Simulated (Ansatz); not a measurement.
**In, fcc: geometry optimisation**

Computed with DFT, PBE, plane waves (420 eV) with PAW, scalar-relativistic (Ansatz).

k-point mesh 12×12×12, Fermi-Dirac smearing 0.1 eV, no spin polarisation. Cell and atoms relax.

Starting structure:

```yaml
crystal:
  lattice:
    - [0.0, 2.3556547913, 2.3556547913]
    - [2.3556547913, 0.0, 2.3556547913]
    - [2.3556547913, 2.3556547913, 0.0]
  atoms:
    - { symbol: In, position: [0.0, 0.0, 0.0] }
hamiltonian:
  xc: pbe
  pseudopotentials:
    kind: paw
    azcp:
      In: "pseudopotentials/In.paw.azcp"
basis:
  ecutwfc: 420
  fft_grid_basis: typed
kpoints:
  mp_grid: { grid: [12, 12, 12], shift: [0, 0, 0] }
magnetization:
  spin_polarized: false
scf:
  occupations: { method: fermi_dirac, width: 0.1 }
relax:
  max_steps: 60
  f_tol: 0.01
  cell: {}
```

Question: What cell does the relaxation end in?

Answer: Fm-3m with a = 4.789 Å; 27.45 Å³ per atom against 26.14 at the start (5.0 %).

Question: How much energy does the relaxation gain?

Answer: 7.8 meV per atom.

Path of the relaxation (the plane waves are chosen anew near the end, which can shift the energy a little):

```
step  E − E(final) (meV/atom)  V (Å³/atom)  P (GPa)  max force (eV/Å)
   0                     7.75       26.144     1.98             0.000
   1                     0.42       27.282     0.25             0.000
   2                     0.32       27.451     0.02             0.000
   3                     0.00       27.451     0.02             0.000
```
